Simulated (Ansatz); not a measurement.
# SiC (Moissanite) (P6_3mc) in Ansatz: settings compared

Aim: see how the results for SiC (Moissanite) move with the level of theory and the settings. Levels: PBEsol, PBE. Tasks: relaxation of cell and atoms, single point.

All numbers are computed with Ansatz 0.2.0; they aren't measurements. Logs are shortened: lines on timing, memory, paths and dates and some standing lists are left out, and cuts for length are marked.

### 1 Starting point

It takes space group P6_3mc (No. 186, hexagonal). Conventional cell: a = 3.076 Å, b = 3.076 Å, c = 5.048 Å, α = 90.00°, β = 90.00°, γ = 120.00°. Si (site symmetry 3m) is surrounded by 4 C at 1.87 to 1.94 Å. C (site symmetry 3m) has 4 Si at 1.87 to 1.94 Å as nearest neighbours.

### 2 Relaxation of cell and atoms, PBEsol

Input file input.yaml:

```yaml
crystal:
  lattice:
    - [3.076, 0.0, 0.0]
    - [-1.538, 2.663894142, 0.0]
    - [0.0, 0.0, 5.048]
  atoms:
    - { symbol: Si, position: [0.6666666667, 0.3333333333, 0.5] }
    - { symbol: Si, position: [0.3333333333, 0.6666666667, 0.0] }
    - { symbol: C, position: [0.6666666667, 0.3333333333, 0.885] }
    - { symbol: C, position: [0.3333333333, 0.6666666667, 0.385] }
hamiltonian:
  xc: pbesol
  pseudopotentials: { kind: paw }
kpoints:
  mp_grid: { grid: [10, 10, 5] }
scf:
  occupations: { method: fermi_dirac, width: 0.05 }
output:
  forces: true
  stress: true
relax:
  f_tol: 0.01
  max_steps: 40
  cell: { stress_tol: 0.05 }
```

Potentials or basis: Ansatz PAW.

Command:

```
$ ansatz run input.yaml --threads 2 --pin off --max-ram 5120MiB --backend cpu --events-out ev --progress --plain --runs-dir out
```

The program printed:

```text
Warning: RAYON_NUM_THREADS=2 ignored (pool sized by the plan → 2); use --threads N
Engine: ansatz 0.2.0, aarch64-unknown-linux-gnu
Pseudopotentials: kind: paw
Pseudopotential: Si, paw, valence charge 4, recommended cutoff 420 eV (normal), Si.paw.azcp
Pseudopotential: C, paw, valence charge 4, recommended cutoff 420 eV (normal), C.paw.azcp
Functional definition: PBEsol
  exchange = pbesol_x
  correlation = pbesol_c
Crystal: 4 atoms, lattice volume = 41.364 Å³
Basis set: ecut = 420 eV, 785 PW (Γ), exchange–correlation on 48×48×72 points (8 copies of the dense FFT grid, shifted against one another)
Bands: 12, of which v1, the nominal top of the filled ones, is band 8 counted from 1 (7 counted from 0)
Symmetry: 12 space group operations
Space group: P63mc (ITA 186), of the structure as read, at distance tolerance 3.5e-5 Å
k-points: 42 of 500 (time reversal used)
Non-local potential: Si, projectors of the file, l = 0: 2, l = 1: 2, l = 2: 2
Non-local potential: C, projectors of the file, l = 0: 2, l = 1: 2, l = 2: 1
PAW form: soft (Blöchl's): semilocal exchange-correlation on the pseudo side does not see the compensation charge
PAW frozen core: Si, regenerated for the run's functional, and the local potential with it (the file was generated under x = pbe(κ = 0.804, μ = 0.2195149727645171), c = pbe(β = 0.06672455060314922))
PAW frozen core: C, regenerated for the run's functional, and the local potential with it (the file was generated under x = pbe(κ = 0.804, μ = 0.2195149727645171), c = pbe(β = 0.06672455060314922))
PAW one-centre angular grid: Si, 110 points (default); XC on 64 Gauss nodes
PAW one-centre angular grid: C, 110 points (default); XC on 64 Gauss nodes
Initial density: superposition of atomic densities (neutral atoms: chi_scale 0, normalization atom), corrected by the library's trained network
Initial wavefunctions: pseudopotential atomic-orbital guess
Functional: x = pbesol(κ = 0.804, μ = 0.12345679012345678), c = pbesol(β = 0.046)
SCF iter   1: F=—  HF=-1737.378787 eV  |F-HF|=—  |Δ(HF+E_count)|=         —  Δρ=8.39e-3  dr2=3.56e-2  ethr=1.77e-3  ⟨swp⟩=5.2  Hψ=3291  notcnv=0
preconditioner: auto → none  [insulator: Δε(μ)=2.213 eV  Ē_g=11.798 eV  σ=0.050 eV  W_gap=1.00  n_scr=2 (ndim 8)  ℏωp=23.1 eV  f_vac=0.000  D(μ)=0.00/eV (n_scr^D=0)  ε∞_Penn≈4.8]
SCF iter   2: F=—  HF=-1737.368936 eV  |F-HF|=—  |Δ(HF+E_count)|=   9.85e-3  Δρ=2.38e-3  dr2=1.88e-3  ethr=2.22e-4  ⟨swp⟩=2.6  Hψ=1289  notcnv=0
SCF iter   3: F=—  HF=-1737.368420 eV  |F-HF|=—  |Δ(HF+E_count)|=   5.16e-4  Δρ=7.58e-4  dr2=1.72e-4  ethr=1.18e-5  ⟨swp⟩=2.0  Hψ=773  notcnv=0
SCF iter   4: F=—  HF=-1737.368416 eV  |F-HF|=—  |Δ(HF+E_count)|=   3.68e-6  Δρ=1.09e-4  dr2=2.47e-6  ethr=1.07e-6  ⟨swp⟩=2.0  Hψ=838  notcnv=0
SCF iter   5: F=—  HF=-1737.368423 eV  |F-HF|=—  |Δ(HF+E_count)|=   7.16e-6  Δρ=9.44e-6  dr2=3.13e-8  ethr=1.55e-8  ⟨swp⟩=2.0  Hψ=841  notcnv=0
SCF iter   6: F=-1737.368423 eV  HF=-1737.368423 eV  |F-HF|=3.39e-10  |Δ(HF+E_count)|=   6.64e-9  Δρ=2.70e-6  dr2=1.80e-9  ethr=1.96e-10  ⟨swp⟩=2.3  Hψ=1798  notcnv=0
SCF 1 converged in 6 iterations: F = -1737.368423 eV  dr2 = 1.80e-9
relax step   1: F+E_penalty+E_count = -1737.36842337 eV  Δ(F+E_penalty+E_count) = +0.000e0 eV  max|allowed force component| = 7.473e-1 eV/Å  Δτ_max = 0.0000 Å  P = +0.260 GPa  Ω = 41.364 Å³  (6 SCF iters, dr2 threshold 1.00e-7 eV, accepted)
Crystal: 4 atoms, lattice volume = 41.370 Å³
Initial density: handed on by an earlier stage of this run
Initial wavefunctions: those handed on with the density
iter 1 solved again at ethr=1.10e-5 eV; its pass at ethr=3.10e-3 eV (dr2=1.77e-3 eV) is discarded
SCF iter   1: F=—  HF=-1737.389978 eV  |F-HF|=—  |Δ(HF+E_count)|=         —  Δρ=2.25e-3  dr2=1.82e-3  ethr=1.10e-5  ⟨swp⟩=2.4  Hψ=3476  notcnv=0
preconditioner: auto → none  [insulator: Δε(μ)=2.376 eV  Ē_g=11.842 eV  σ=0.050 eV  W_gap=1.00  n_scr=2 (ndim 8)  ℏωp=23.1 eV  f_vac=0.000  D(μ)=0.00/eV (n_scr^D=0)  ε∞_Penn≈4.8]
SCF iter   2: F=—  HF=-1737.389371 eV  |F-HF|=—  |Δ(HF+E_count)|=   6.08e-4  Δρ=8.03e-4  dr2=1.57e-4  ethr=1.10e-5  ⟨swp⟩=2.4  Hψ=823  notcnv=0
SCF iter   3: F=—  HF=-1737.389349 eV  |F-HF|=—  |Δ(HF+E_count)|=   2.18e-5  Δρ=1.96e-4  dr2=6.09e-6  ethr=9.79e-7  ⟨swp⟩=2.3  Hψ=831  notcnv=0
SCF iter   4: F=—  HF=-1737.389350 eV  |F-HF|=—  |Δ(HF+E_count)|=   1.41e-6  Δρ=6.18e-5  dr2=1.54e-6  ethr=2.50e-9  ⟨swp⟩=5.0  Hψ=1894  notcnv=0
SCF iter   5: F=-1737.389350 eV  HF=-1737.389350 eV  |F-HF|=5.13e-10  |Δ(HF+E_count)|=   4.51e-7  Δρ=5.07e-6  dr2=4.54e-9  ethr=2.50e-9  ⟨swp⟩=4.8  Hψ=1787  notcnv=0
SCF 2 converged in 5 iterations: F = -1737.389350 eV  dr2 = 4.54e-9
[... 14 lines left out ...]
SCF iter   1: F=—  HF=-1737.409027 eV  |F-HF|=—  |Δ(HF+E_count)|=         —  Δρ=5.45e-3  dr2=1.03e-2  ethr=6.44e-5  ⟨swp⟩=1.0  Hψ=3695  notcnv=0
preconditioner: auto → none  [insulator: Δε(μ)=2.310 eV  Ē_g=11.846 eV  σ=0.050 eV  W_gap=1.00  n_scr=2 (ndim 8)  ℏωp=23.1 eV  f_vac=0.000  D(μ)=0.00/eV (n_scr^D=0)  ε∞_Penn≈4.8]
SCF iter   2: F=—  HF=-1737.404717 eV  |F-HF|=—  |Δ(HF+E_count)|=   4.31e-3  Δρ=1.80e-3  dr2=8.38e-4  ethr=6.41e-5  ⟨swp⟩=2.3  Hψ=824  notcnv=0
SCF iter   3: F=—  HF=-1737.404399 eV  |F-HF|=—  |Δ(HF+E_count)|=   3.18e-4  Δρ=3.55e-4  dr2=3.11e-5  ethr=5.24e-6  ⟨swp⟩=2.5  Hψ=840  notcnv=0
SCF iter   4: F=—  HF=-1737.404370 eV  |F-HF|=—  |Δ(HF+E_count)|=   2.92e-5  Δρ=1.23e-4  dr2=3.00e-6  ethr=1.94e-7  ⟨swp⟩=2.0  Hψ=821  notcnv=0
SCF iter   5: F=—  HF=-1737.404372 eV  |F-HF|=—  |Δ(HF+E_count)|=   2.08e-6  Δρ=2.59e-5  dr2=9.92e-8  ethr=1.88e-8  ⟨swp⟩=2.4  Hψ=855  notcnv=0
SCF iter   6: F=—  HF=-1737.404370 eV  |F-HF|=—  |Δ(HF+E_count)|=   1.77e-6  Δρ=2.53e-6  dr2=9.11e-10  ethr=6.20e-10  ⟨swp⟩=2.0  Hψ=816  notcnv=0
SCF iter   7: F=-1737.404370 eV  HF=-1737.404370 eV  |F-HF|=1.59e-12  |Δ(HF+E_count)|=  9.23e-10  Δρ=1.29e-7  dr2=2.74e-12  ethr=1.00e-12  ⟨swp⟩=5.0  Hψ=1895  notcnv=0
SCF 4 converged in 7 iterations: F = -1737.404370 eV  dr2 = 2.74e-12
relax step   4: F+E_penalty+E_count = -1737.40437024 eV  Δ(F+E_penalty+E_count) = -1.502e-2 eV  max|allowed force component| = 8.788e-4 eV/Å  Δτ_max = 0.0109 Å  P = +0.092 GPa  Ω = 41.343 Å³  energy of the carried Pulay correction = +3.840e-5 eV  (7 SCF iters, accepted)
Crystal: 4 atoms, lattice volume = 41.355 Å³
iter 1 solved again at ethr=1.62e-8 eV; its pass at ethr=3.10e-3 eV (dr2=2.59e-6 eV) is discarded
SCF iter   1: F=—  HF=-1737.404377 eV  |F-HF|=—  |Δ(HF+E_count)|=         —  Δρ=7.08e-5  dr2=2.54e-6  ethr=1.62e-8  ⟨swp⟩=1.0  Hψ=3077  notcnv=0
preconditioner: auto → none  [insulator: Δε(μ)=2.281 eV  Ē_g=11.847 eV  σ=0.050 eV  W_gap=1.00  n_scr=2 (ndim 8)  ℏωp=23.1 eV  f_vac=0.000  D(μ)=0.00/eV (n_scr^D=0)  ε∞_Penn≈4.8]
SCF iter   2: F=—  HF=-1737.404353 eV  |F-HF|=—  |Δ(HF+E_count)|=   2.36e-5  Δρ=1.71e-5  dr2=9.86e-8  ethr=1.58e-8  ⟨swp⟩=2.0  Hψ=826  notcnv=0
SCF iter   3: F=-1737.404353 eV  HF=-1737.404353 eV  |F-HF|=2.64e-9  |Δ(HF+E_count)|=   3.03e-8  Δρ=4.99e-6  dr2=8.91e-9  ethr=1.33e-10  ⟨swp⟩=4.6  Hψ=1758  notcnv=0
SCF 5 converged in 3 iterations: F = -1737.404353 eV  dr2 = 8.91e-9
relax step   5: F+E_penalty+E_count = -1737.40435317 eV  Δ(F+E_penalty+E_count) = +1.706e-5 eV  max|allowed force component| = 2.653e-4 eV/Å  Δτ_max = 0.0000 Å  P = +0.029 GPa  Ω = 41.355 Å³  energy of the carried Pulay correction = +1.698e-5 eV  (3 SCF iters, dr2 threshold 2.13e-8 eV, accepted)
Initial wavefunctions: pseudopotential atomic-orbital guess (no wavefunctions were taken with the density)
iter 1 solved again at ethr=4.70e-8 eV; its pass at ethr=3.10e-3 eV (dr2=7.52e-6 eV) is discarded
SCF iter   1: F=—  HF=-1737.404351 eV  |F-HF|=—  |Δ(HF+E_count)|=         —  Δρ=5.96e-6  dr2=1.12e-8  ethr=4.70e-8  ⟨swp⟩=3.0  Hψ=4793  notcnv=0
preconditioner: auto → none  [insulator: Δε(μ)=2.282 eV  Ē_g=11.847 eV  σ=0.050 eV  W_gap=1.00  n_scr=2 (ndim 8)  ℏωp=23.1 eV  f_vac=0.000  D(μ)=0.00/eV (n_scr^D=0)  ε∞_Penn≈4.8]
SCF iter   2: F=—  HF=-1737.404328 eV  |F-HF|=—  |Δ(HF+E_count)|=   2.33e-5  Δρ=2.87e-6  dr2=1.86e-9  ethr=7.02e-11  ⟨swp⟩=2.4  Hψ=880  notcnv=0
SCF iter   3: F=—  HF=-1737.404328 eV  |F-HF|=—  |Δ(HF+E_count)|=  8.48e-11  Δρ=8.60e-7  dr2=1.60e-10  ethr=1.16e-11  ⟨swp⟩=2.2  Hψ=845  notcnv=0
SCF iter   4: F=-1737.404328 eV  HF=-1737.404328 eV  |F-HF|=1.16e-11  |Δ(HF+E_count)|=  1.34e-11  Δρ=2.35e-7  dr2=2.44e-11  ethr=1.00e-12  ⟨swp⟩=4.9  Hψ=1806  notcnv=0
SCF 6 converged in 4 iterations: F = -1737.404328 eV  dr2 = 2.44e-11
relax step   6: F+E_penalty+E_count = -1737.40432792 eV  Δ(F+E_penalty+E_count) = +2.526e-5 eV  max|allowed force component| = 2.708e-4 eV/Å  Δτ_max = 0.0000 Å  P = +0.029 GPa  Ω = 41.355 Å³  stress off target by 3.12e-2 GPa  SCF on the basis re-selected at this cell (its energy is not comparable with the rows above)  (4 SCF iters)
basis re-selected at this cell: Δ(F+E_penalty+E_count) = +2.526e-5 eV, ΔP = +0.001 GPa vs the last step (what re-selecting the basis moved, of the pressure what is left beyond the Pulay correction that the steps carried, after the strain that the cell walked since its last selection, with what the two solves' SCF thresholds leave and, on support functions, any second-order correction that the steps lacked; it is no measure of the basis error at this ecutwfc). This SCF's stress stands 3.12e-2 GPa from its target on what of the cell is left free (relax.cell.stress_tol is 5.00e-2 GPa) and its largest allowed force component is 2.71e-4 eV/Å (relax.f_tol is 1.00e-2 eV/Å): within both
SCF converged after 4 iterations
Free energy (F): -1737.404328 eV
Harris-Foulkes:  -1737.404328 eV  (|F-HF|=1.16e-11)
Internal energy: -1737.404328 eV  (E = F + TS)
E sigma→0 (E₀):  -1737.404328 eV
Fermi energy:    10.699321 eV
--- Per-component energies (eV) ---
  E_band       = 56.320910
  E_kinetic    = 270.719220
  E_local      = -209.266774  (includes V_loc(G=0)·N_el)
  E_nonlocal   = 103.938504
  E_hartree    = 63.969329
  E_xc         = -209.324387
  E_vxc        = -218.406855  (∫ρ·V_xc dr)
  E_paw        = -1188.669279  (= ΣΔE_a)
  E_vpaw       = -18.601936  (= ΣTr[D̂ρ^β])
  E_aug_tail   = 0.000028  (compensation charges beyond the density's cutoff)
  E_ewald      = -568.876291
  E_core_change = 0.105322  (= ΣΔE_core)
  E_smearing   = -0.000000  (= −TS)
  E_closure    = 0.000000  (closes the sum)
  Σ components = -1737.404328   (vs F -1737.404328, Δ=0.00e0)
--- Forces (eV/Å), atoms counted from 1 ---
  atom   1  Si    -0.00000000    -0.00000000    -0.00027025
  atom   2  Si     0.00000000     0.00000000    -0.00027025
  atom   3  C     -0.00000000     0.00000000     0.00027143
  atom   4  C      0.00000000     0.00000000     0.00027143
  max |Σ_I F_I| component: 2.37e-6 eV/Å
--- Stress (GPa, compression-positive) ---
        0.031214       0.000000       0.000000
        0.000000       0.031214       0.000000
        0.000000       0.000000       0.025382
  P = ⅓ Tr σ = 0.0293 GPa (0.293 kbar)
--- Relaxed structure (5 steps of the walk, 4 accepted, 1 SCFs on fresh bases) ---
  F+E_penalty+E_count = -1737.40432792 eV   max|allowed force component| = 2.708e-4 eV/Å   (the final SCF, on the basis selected at the relaxed cell)
  cell:  # Å, volume = 41.3548 Å³
    - [3.075791709749007, 0.0, -1.1419874844519697e-34]
    - [-1.5378958548745034, 2.6637137573922125, 7.649865605633863e-36]
    - [-1.8741068990760187e-34, -9.370534495380093e-35, 5.047564041420445]
  atoms:
    - { symbol: Si, position: [0.6666666666666666, 0.3333333333333333, 0.5045935820324249] }
    - { symbol: Si, position: [0.3333333333333333, 0.6666666666666666, 0.004593582032424885] }
    - { symbol: C, position: [0.6666666666666666, 0.3333333333333333, 0.8804064179675749] }
    - { symbol: C, position: [0.3333333333333333, 0.6666666666666666, 0.3804064179675751] }
```

It took 5.7 s on 2 threads of Arm Neoverse V2, shared host; peak memory 0.39 GiB.

What came out:

| Property | Result |
| --- | --- |
| Free energy | -1737.4043 eV |
| Relaxed volume | 10.34 Å³/atom |
| Relaxed cell | a = 3.076 Å, b = 3.076 Å, c = 5.048 Å, α = 90.00°, β = 90.00°, γ = 120.00° |
| Space group after relaxing (to 0.05 Å) | P6_3mc (No. 186) |
| Energy gained by relaxing | 9.0 meV/atom |
| Ionic steps | 5 |
| Pressure after relaxing | 0.0 GPa |
| Band gap on the k mesh | 2.28 eV |

Step by step:
```tsv
step	energy change (eV)	largest force (eV/Å)	volume (Å³)
1	0.0000	0.7473	41.36
2	-0.0209	0.4436	41.37
3	-0.0359	0.0009	41.34
4	-0.0359	0.0003	41.35
5	-0.0359	0.0003	41.35
```

Final structure:
```
CELL_PARAMETERS angstrom
3.07579 0.00000 0.00000
-1.53790 2.66371 0.00000
0.00000 0.00000 5.04756
ATOMIC_POSITIONS crystal
Si 0.66667 0.33333 0.50459
Si 0.33333 0.66667 0.00459
C 0.66667 0.33333 0.88041
C 0.33333 0.66667 0.38041
```

Caveat: odd divisions of the mesh miss points on the zone boundary, where band edges often lie, so the gap on the mesh can be too wide; the plane-wave basis is chosen anew once the cell has moved, so the energies of steps on either side of that aren't comparable; the PAW data sets come from PBE, with cores solved anew for the run's functional, which leaves a small shift of forces and pressure.

### 3 Single point, PBE

Edit input.yaml of step 2 so:

```diff
@@ -11,3 +11,3 @@
 hamiltonian:
-  xc: pbesol
+  xc: pbe
   pseudopotentials: { kind: paw }
@@ -17,2 +17,4 @@
   occupations: { method: fermi_dirac, width: 0.05 }
+basis:
+  ecutwfc: "500 eV"
 output:
@@ -20,5 +22,6 @@
   stress: true
-relax:
-  f_tol: 0.01
-  max_steps: 40
-  cell: { stress_tol: 0.05 }
+  eigenvalues: true
+  write_density: true
+  write_potential: true
+  elf: true
+  volumetric_format: npy
```

Potentials or basis: Ansatz PAW.

Command:

```
$ ansatz run input.yaml --threads 2 --pin off --max-ram 5120MiB --backend cpu --events-out ev --progress --plain --runs-dir out
```

Wall time 1.7 s (2 threads of Arm Neoverse V2, shared host); peak memory 0.4 GiB.

The run converged. Its results:

```
Free energy            : -1774.2716 eV
Pressure               : 3.7 GPa
Largest force          : 0.753 eV/Å
Band gap on the k mesh : 2.48 eV, indirect (least direct gap 4.08 eV)
```

Forces in eV/Å, atoms in the order of the input:
```
Si   0.000  0.000  0.753
Si   0.000  0.000  0.753
C    0.000  0.000 -0.753
C    0.000  0.000 -0.753
```

Stress tensor (GPa, compression positive):
```
5.32 0.00 0.00
0.00 5.32 0.00
0.00 0.00 0.45
```

Levels at points of the mesh, in eV from the valence-band top:
| k point | band 6 | band 7 | band 8 | band 9 | band 10 | band 11 |
| --- | --- | --- | --- | --- | --- | --- |
| (0.00, 0.00, 0.00) | -0.28 | -0.28 | 0.00 | 4.62 | 6.01 | 6.51 |
| (0.00, -0.50, 0.00) | -3.54 | -3.26 | -1.49 | 2.59 | 4.20 | 6.74 |

Caveat: odd divisions of the mesh miss points on the zone boundary, where band edges often lie, so the gap on the mesh can be too wide.
